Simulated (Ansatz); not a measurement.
# AlN (P6_3mc) in Ansatz: further runs

The runs below take AlN through single point, equation of state, band structure, with exchange-only PBE, PBE.

Program: Ansatz 0.2.0. These are calculated values, not measurements. Logs are shortened: lines on timing, memory, paths and dates and some standing lists are left out, and cuts for length are marked.

**Measured values to compare with.**

From “Structural and optical properties of self-assembled AlN nanowires grown on SiO2/Si substrates by molecular beam epitaxy”, 2024, arxiv:2402.00216, for a bulk crystal of AlN at 0 K: band gap 6.0343 eV (an exciton energy, a little under the gap).

How close the calculation comes is told below.

### Step 1. The structure

Symmetry: P6_3mc, No. 186, hexagonal system. Conventional cell: a = 3.113 Å, b = 3.113 Å, c = 4.981 Å, α = 90.00°, β = 90.00°, γ = 120.00°. Al (site symmetry 3m) has 4 N at 1.89 Å as nearest neighbours. Around N (site symmetry 3m) lie 4 Al at 1.89 Å.

### Step 2. Single point, exchange-only PBE, 9.82 Å³/atom (volume scaled by 0.94)

The input, input.yaml:

```yaml
crystal:
  lattice:
    - [3.0494515564, 0.0, 0.0]
    - [-1.5247257782, 2.6409025155, 0.0]
    - [0.0, 0.0, 4.8793184075]
  atoms:
    - { symbol: Al, position: [0.6666666667, 0.3333333333, 0.5] }
    - { symbol: Al, position: [0.3333333333, 0.6666666667, 0.0] }
    - { symbol: "N", position: [0.6666666667, 0.3333333333, 0.88] }
    - { symbol: "N", position: [0.3333333333, 0.6666666667, 0.38] }
hamiltonian:
  xc: { exchange: pbe, correlation: none }
  pseudopotentials: { kind: paw }
kpoints:
  mp_grid: { grid: [10, 10, 6] }
scf:
  occupations: { method: fermi_dirac, width: 0.05 }
output:
  forces: true
  stress: true
  eigenvalues: true
  write_density: true
  write_potential: true
  elf: true
  volumetric_format: npy
```

Potentials or basis: Ansatz PAW.

Command:

```sh
ansatz run input.yaml --threads 2 --pin off --max-ram 5120MiB --backend cpu --events-out ev --progress --plain --runs-dir out
```

The log of the run:

```text
Warning: RAYON_NUM_THREADS=2 ignored (pool sized by the plan → 2); use --threads N
Engine: ansatz 0.2.0, x86_64-unknown-linux-gnu
Pseudopotentials: kind: paw
Pseudopotential: Al, paw, valence charge 3, recommended cutoff 420 eV (normal), Al.paw.azcp
Pseudopotential: N, paw, valence charge 5, recommended cutoff 420 eV (normal), N.paw.azcp
Functional definition: unnamed
  exchange = pbe_x
  correlation = 0
Crystal: 4 atoms, lattice volume = 39.295 Å³
Basis set: ecut = 420 eV, 761 PW (Γ), exchange–correlation on 48×48×72 points (8 copies of the dense FFT grid, shifted against one another)
Bands: 12, of which v1, the nominal top of the filled ones, is band 8 counted from 1 (7 counted from 0)
Symmetry: 12 space group operations
Space group: P63mc (ITA 186), of the structure as read, at distance tolerance 3.4e-5 Å
k-points: 56 of 600 (time reversal used)
Non-local potential: Al, projectors of the file, l = 0: 2, l = 1: 2, l = 2: 1
Non-local potential: N, projectors of the file, l = 0: 2, l = 1: 2, l = 2: 1
PAW form: soft (Blöchl's): semilocal exchange-correlation on the pseudo side does not see the compensation charge
PAW frozen core: Al, regenerated for the run's functional, and the local potential with it (the file was generated under x = pbe(κ = 0.804, μ = 0.2195149727645171), c = pbe(β = 0.06672455060314922))
PAW frozen core: N, regenerated for the run's functional, and the local potential with it (the file was generated under x = pbe(κ = 0.804, μ = 0.2195149727645171), c = pbe(β = 0.06672455060314922))
PAW one-centre angular grid: Al, 110 points (default); XC on 64 Gauss nodes
PAW one-centre angular grid: N, 110 points (default); XC on 64 Gauss nodes
Initial density: superposition of atomic densities (neutral atoms: chi_scale 0, normalization atom), corrected by the library's trained network
Initial wavefunctions: pseudopotential atomic-orbital guess
Functional: x = pbe(κ = 0.804, μ = 0.2195149727645171), c = none
SCF iter   1: F=—  HF=-1807.369338 eV  |F-HF|=—  |Δ(HF+E_count)|=         —  Δρ=1.39e-2  dr2=7.49e-2  ethr=1.77e-3  ⟨swp⟩=5.6  Hψ=4407  notcnv=0
preconditioner: auto → none  [insulator: Δε(μ)=5.193 eV  Ē_g=13.906 eV  σ=0.050 eV  W_gap=1.00  n_scr=2 (ndim 8)  ℏωp=23.7 eV  f_vac=0.000  D(μ)=0.00/eV (n_scr^D=0)  ε∞_Penn≈3.9]
SCF iter   2: F=—  HF=-1807.347698 eV  |F-HF|=—  |Δ(HF+E_count)|=   2.16e-2  Δρ=1.71e-3  dr2=1.37e-3  ethr=4.68e-4  ⟨swp⟩=2.9  Hψ=1747  notcnv=0
SCF iter   3: F=—  HF=-1807.347812 eV  |F-HF|=—  |Δ(HF+E_count)|=   1.13e-4  Δρ=6.74e-4  dr2=1.45e-4  ethr=8.56e-6  ⟨swp⟩=2.1  Hψ=1098  notcnv=0
SCF iter   4: F=—  HF=-1807.347927 eV  |F-HF|=—  |Δ(HF+E_count)|=   1.15e-4  Δρ=5.32e-5  dr2=5.34e-7  ethr=9.07e-7  ⟨swp⟩=2.5  Hψ=1127  notcnv=0
SCF iter   5: F=—  HF=-1807.348033 eV  |F-HF|=—  |Δ(HF+E_count)|=   1.07e-4  Δρ=8.99e-6  dr2=1.77e-8  ethr=6.25e-10  ⟨swp⟩=6.1  Hψ=4077  notcnv=0
SCF iter   6: F=-1807.348033 eV  HF=-1807.348033 eV  |F-HF|=2.93e-10  |Δ(HF+E_count)|=   1.70e-9  Δρ=1.06e-6  dr2=2.26e-10  ethr=1.11e-10  ⟨swp⟩=5.0  Hψ=3461  notcnv=0
SCF 1 converged in 6 iterations: F = -1807.348033 eV  dr2 = 2.26e-10
SCF converged after 6 iterations
Free energy (F): -1807.348033 eV
Harris-Foulkes:  -1807.348033 eV  (|F-HF|=2.93e-10)
Internal energy: -1807.348033 eV  (E = F + TS)
E sigma→0 (E₀):  -1807.348033 eV
Fermi energy:    11.929642 eV
--- Per-component energies (eV) ---
  E_band       = 64.833524
  E_kinetic    = 326.428132
  E_local      = -441.335478  (includes V_loc(G=0)·N_el)
  E_nonlocal   = 112.636698
  E_hartree    = 155.314536
  E_xc         = -186.351464
  E_vxc        = -197.438506  (∫ρ·V_xc dr)
  E_paw        = -1170.105959  (= ΣΔE_a)
  E_vpaw       = -46.086486  (= ΣTr[D̂ρ^β])
  E_aug_tail   = 0.000196  (compensation charges beyond the density's cutoff)
  E_ewald      = -603.993120
  E_core_change = 0.058426  (= ΣΔE_core)
  E_smearing   = -0.000000  (= −TS)
  E_closure    = 0.000000  (closes the sum)
  Σ components = -1807.348033   (vs F -1807.348033, Δ=0.00e0)
--- Forces (eV/Å), atoms counted from 1 ---
  atom   1  Al    -0.00000000    -0.00000000    -0.17417488
  atom   2  Al    -0.00000000     0.00000000    -0.17417488
  atom   3  N     -0.00000000     0.00000000     0.17418260
  atom   4  N      0.00000000    -0.00000000     0.17418260
  max |Σ_I F_I| component: 1.55e-5 eV/Å
--- Stress (GPa, compression-positive) ---
       32.866822       0.000000       0.000000
        0.000000      32.866822       0.000000
        0.000000       0.000000      34.650409
  P = ⅓ Tr σ = 33.4614 GPa (334.614 kbar)
--- Band table (eV; the first three rows and the last of 56) ---
  k-point 0: bands = ["-6.0887", "-3.7895", "3.2394", "8.4963", "8.4963", "9.1465", "9.1465", "9.3408", "14.4562", "16.7980", "20.7535", "21.1169"]
  k-point 1: bands = ["-5.9760", "-4.0152", "3.6316", "8.5376", "8.5376", "8.7700", "9.1004", "9.1004", "14.9101", "16.8721", "20.5714", "21.0782"]
  k-point 2: bands = ["-5.6488", "-4.5477", "4.6525", "7.4906", "8.6520", "8.6520", "8.9768", "8.9768", "15.8309", "16.9493", "20.2794", "21.1238"]
  k-point 55: bands = ["-3.4025", "-3.4025", "4.3653", "4.3653", "5.6322", "5.6322", "8.5338", "8.5338", "16.9751", "16.9751", "18.2233", "18.2233"]
```

Run time: 1 s. Hardware: 2 threads of Intel Xeon 6975P-C (Granite Rapids), shared host; peak memory 0.37 GiB.

What came out:

- Free energy: -1807.3480 eV
- Pressure: 33.5 GPa
- Largest force: 0.174 eV/Å
- Band gap on the k mesh: 5.12 eV, direct

Caveat: the pressure holds a Pulay correction of +0.6 GPa for the finite cutoff; the PAW data sets come from PBE, with cores solved anew for the run's functional, which leaves a small shift of forces and pressure.

### Step 3. Single point, exchange-only PBE, 10.03 Å³/atom (volume scaled by 0.96)

Edit input.yaml of step 2 so:

```diff
@@ -2,5 +2,5 @@
   lattice:
-    - [3.0494515564, 0.0, 0.0]
-    - [-1.5247257782, 2.6409025155, 0.0]
-    - [0.0, 0.0, 4.8793184075]
+    - [3.070927275, 0.0, 0.0]
+    - [-1.5354636375, 2.6595010333, 0.0]
+    - [0.0, 0.0, 4.9136809369]
   atoms:
@@ -21,5 +21 @@
   eigenvalues: true
-  write_density: true
-  write_potential: true
-  elf: true
-  volumetric_format: npy
```

Potentials or basis: Ansatz PAW.

Command:

```sh
ansatz run input.yaml --threads 2 --pin off --max-ram 5120MiB --backend cpu --events-out ev --progress --plain --runs-dir out
```

It took 0.78 s on 2 threads of Intel Xeon 6975P-C (Granite Rapids), shared host; peak memory 0.36 GiB.

The run converged. Its results:

| Item | Value |
| --- | --- |
| Free energy | -1807.5074 eV |
| Pressure | 27.7 GPa |
| Largest force | 0.156 eV/Å |
| Band gap on the k mesh | 4.92 eV, direct |

Caveat: the pressure holds a Pulay correction of +0.6 GPa for the finite cutoff; the PAW data sets come from PBE, with cores solved anew for the run's functional, which leaves a small shift of forces and pressure.

### Step 4. Single point, exchange-only PBE, 10.24 Å³/atom (volume scaled by 0.98)

Edit input.yaml of step 3 so:

```diff
@@ -2,5 +2,5 @@
   lattice:
-    - [3.070927275, 0.0, 0.0]
-    - [-1.5354636375, 2.6595010333, 0.0]
-    - [0.0, 0.0, 4.9136809369]
+    - [3.092106753, 0.0, 0.0]
+    - [-1.5460533765, 2.6778429994, 0.0]
+    - [0.0, 0.0, 4.9475694625]
   atoms:
@@ -21 +21,5 @@
   eigenvalues: true
+  write_density: true
+  write_potential: true
+  elf: true
+  volumetric_format: npy
```

Command:

```sh
ansatz run input.yaml --threads 2 --pin off --max-ram 5120MiB --backend cpu --events-out ev --progress --plain --runs-dir out
```

Wall time 0.96 s (2 threads of Intel Xeon 6975P-C (Granite Rapids), shared host); peak memory 0.37 GiB.

Results (log left out):

```
Free energy            : -1807.6383 eV
Pressure               : 22.5 GPa
Largest force          : 0.139 eV/Å
Band gap on the k mesh : 4.73 eV, direct
```

Caveat: the pressure holds a Pulay correction of +0.6 GPa for the finite cutoff; the PAW data sets come from PBE, with cores solved anew for the run's functional, which leaves a small shift of forces and pressure.

### Step 5. Single point, exchange-only PBE, 10.45 Å³/atom

Edit input.yaml of step 4 so:

```diff
@@ -2,5 +2,5 @@
   lattice:
-    - [3.092106753, 0.0, 0.0]
-    - [-1.5460533765, 2.6778429994, 0.0]
-    - [0.0, 0.0, 4.9475694625]
+    - [3.113, 0.0, 0.0]
+    - [-1.5565, 2.695937082, 0.0]
+    - [0.0, 0.0, 4.981]
   atoms:
@@ -21,5 +21 @@
   eigenvalues: true
-  write_density: true
-  write_potential: true
-  elf: true
-  volumetric_format: npy
```

Command:

```sh
ansatz run input.yaml --threads 2 --pin off --max-ram 5120MiB --backend cpu --events-out ev --progress --plain --runs-dir out
```

Run time: 0.74 s. Hardware: 2 threads of Intel Xeon 6975P-C (Granite Rapids), shared host; peak memory 0.35 GiB.

The run converged. Its results:

```yaml
Free_energy: -1807.7431 eV
Pressure: 17.7 GPa
Largest_force: 0.123 eV/Å
Band_gap_on_the_k_mesh: 4.54 eV, direct
```

Caveat: the pressure holds a Pulay correction of +0.6 GPa for the finite cutoff; the PAW data sets come from PBE, with cores solved anew for the run's functional, which leaves a small shift of forces and pressure.

### Step 6. Single point, exchange-only PBE, 10.66 Å³/atom (volume scaled by 1.02)

Edit input.yaml of step 5 so:

```diff
@@ -2,5 +2,5 @@
   lattice:
-    - [3.113, 0.0, 0.0]
-    - [-1.5565, 2.695937082, 0.0]
-    - [0.0, 0.0, 4.981]
+    - [3.1336164949, 0.0, 0.0]
+    - [-1.5668082474, 2.7137914903, 0.0]
+    - [0.0, 0.0, 5.0139877163]
   atoms:
@@ -21 +21,5 @@
   eigenvalues: true
+  write_density: true
+  write_potential: true
+  elf: true
+  volumetric_format: npy
```

Potentials or basis: Ansatz PAW.

Command:

```sh
ansatz run input.yaml --threads 2 --pin off --max-ram 5120MiB --backend cpu --events-out ev --progress --plain --runs-dir out
```

Wall time 0.89 s (2 threads of Intel Xeon 6975P-C (Granite Rapids), shared host); peak memory 0.37 GiB.

It converged, with:

- Free energy: -1807.8242 eV
- Pressure: 13.4 GPa
- Largest force: 0.108 eV/Å
- Band gap on the k mesh: 4.37 eV, direct

Caveat: the pressure holds a Pulay correction of +0.6 GPa for the finite cutoff; the PAW data sets come from PBE, with cores solved anew for the run's functional, which leaves a small shift of forces and pressure.

### Step 7. Single point, exchange-only PBE, 10.87 Å³/atom (volume scaled by 1.04)

Edit input.yaml of step 6 so:

```diff
@@ -2,5 +2,5 @@
   lattice:
-    - [3.1336164949, 0.0, 0.0]
-    - [-1.5668082474, 2.7137914903, 0.0]
-    - [0.0, 0.0, 5.0139877163]
+    - [3.1539652241, 0.0, 0.0]
+    - [-1.576982612, 2.7314140067, 0.0]
+    - [0.0, 0.0, 5.0465469904]
   atoms:
```

Command:

```sh
ansatz run input.yaml --threads 2 --pin off --max-ram 5120MiB --backend cpu --events-out ev --progress --plain --runs-dir out
```

It took 1 s on 2 threads of Intel Xeon 6975P-C (Granite Rapids), shared host; peak memory 0.37 GiB.

The run converged. Its results:

```
Free energy            : -1807.8836 eV
Pressure               : 9.4 GPa
Largest force          : 0.094 eV/Å
Band gap on the k mesh : 4.19 eV, direct
```

Caveat: the pressure holds a Pulay correction of +0.6 GPa for the finite cutoff; the PAW data sets come from PBE, with cores solved anew for the run's functional, which leaves a small shift of forces and pressure.

### Step 8. Single point, exchange-only PBE, 11.08 Å³/atom (volume scaled by 1.06)

Edit input.yaml of step 7 so:

```diff
@@ -2,5 +2,5 @@
   lattice:
-    - [3.1539652241, 0.0, 0.0]
-    - [-1.576982612, 2.7314140067, 0.0]
-    - [0.0, 0.0, 5.0465469904]
+    - [3.1740547162, 0.0, 0.0]
+    - [-1.5870273581, 2.7488120173, 0.0]
+    - [0.0, 0.0, 5.0786914685]
   atoms:
@@ -21,5 +21 @@
   eigenvalues: true
-  write_density: true
-  write_potential: true
-  elf: true
-  volumetric_format: npy
```

Command:

```sh
ansatz run input.yaml --threads 2 --pin off --max-ram 5120MiB --backend cpu --events-out ev --progress --plain --runs-dir out
```

Wall time 0.99 s (2 threads of Intel Xeon 6975P-C (Granite Rapids), shared host); peak memory 0.37 GiB.

Results (log left out):

```yaml
Free_energy: -1807.9233 eV
Pressure: 5.8 GPa
Largest_force: 0.081 eV/Å
Band_gap_on_the_k_mesh: 4.02 eV, direct
```

Caveat: the pressure holds a Pulay correction of +0.5 GPa for the finite cutoff; the PAW data sets come from PBE, with cores solved anew for the run's functional, which leaves a small shift of forces and pressure.

### Step 9. Equation of state, exchange-only PBE

Potentials or basis: Ansatz PAW.

This step only gathers the single runs of the series.

Results:

- Equilibrium volume: 11.46 Å³/atom (rough: see the caveat)
- Bulk modulus at fixed shape and positions: 161 GPa (rough)

Energy against volume, from the lowest point:
```csv
volume (Å³/atom),energy (meV/atom)
9.824,143.81
10.033,103.96
10.242,71.25
10.451,45.05
10.660,24.77
10.869,9.93
11.078,0.00
```

Caveat: the potentials were made for another functional, which shifts forces and pressure; the minimum lies outside the volumes run; the cell was scaled at fixed shape and fractional positions, which overstates the stiffness of a crystal with free parameters, most of all of layers and chains.

[end of part 1 of 2]
